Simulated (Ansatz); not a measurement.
## GaAs under changes of volume

One of the cells (22.590 Å³/atom); the others are scaled copies at fixed shape and fractional positions:

```xyz
2
Lattice="0.0000 2.8268 2.8268 2.8268 0.0000 2.8268 2.8268 2.8268 0.0000" Properties=species:S:1:pos:R:3 pbc="T T T"
As    4.2403    4.2403    4.2403
Ga    0.0000    0.0000    0.0000
```

- Program: Ansatz 0.2.0
- Functional: m-r2SCAN
- Potentials or basis: Ansatz PAW
- Cutoff: 500 eV (not typed: the program's choice for these potentials)
- k mesh: 8 × 8 × 8
- Occupations: fermi-dirac, width 0.05 eV
- Spin: no spin polarisation

| volume (Å³/atom) | energy over the lowest point (meV/atom) | pressure (GPa) | gap on the mesh (eV) |
| --- | --- | --- | --- |
| 21.234 | 25.48 | 5.8 | 1.52 |
| 21.686 | 11.90 | 3.8 | 1.35 |
| 22.138 | 3.59 | 2.1 | 1.18 |
| 22.590 | 0.00 | 0.5 | 1.02 |
| 23.041 | ? | ? | ? |
| 23.493 | 5.03 | -2.2 | 0.70 |
| 23.945 | 12.82 | -3.3 | 0.55 |

Problem. What does the run at 23.041 Å³/atom give?

Solution. Energy over the lowest point 0.63 meV/atom; pressure -0.9 GPa; gap on the mesh 0.86 eV.

Worked out: A Birch-Murnaghan fit of order 3 (a polynomial in V^(-2/3)) to the other rows has its minimum at 22.74 Å³/atom with B0 = V·E''(V) = 72 GPa and B' = 4.6. It gives 0.63 meV/atom at 23.041 Å³/atom, against the run's 0.63, and -dE/dV = -0.9 GPa, against -0.9. A straight line through the other rows of the gap, of slope -8.08 eV per unit of ln V (its deformation potential), gives 0.86 eV, against the run's 0.86.

Energies are extrapolated to zero smearing.

Caveats: the PAW data sets come from PBE, with cores solved anew for the run's functional, which leaves a small shift of forces and pressure.

A mesh can miss the band edges. Spin-orbit coupling on As, Ga is left out.
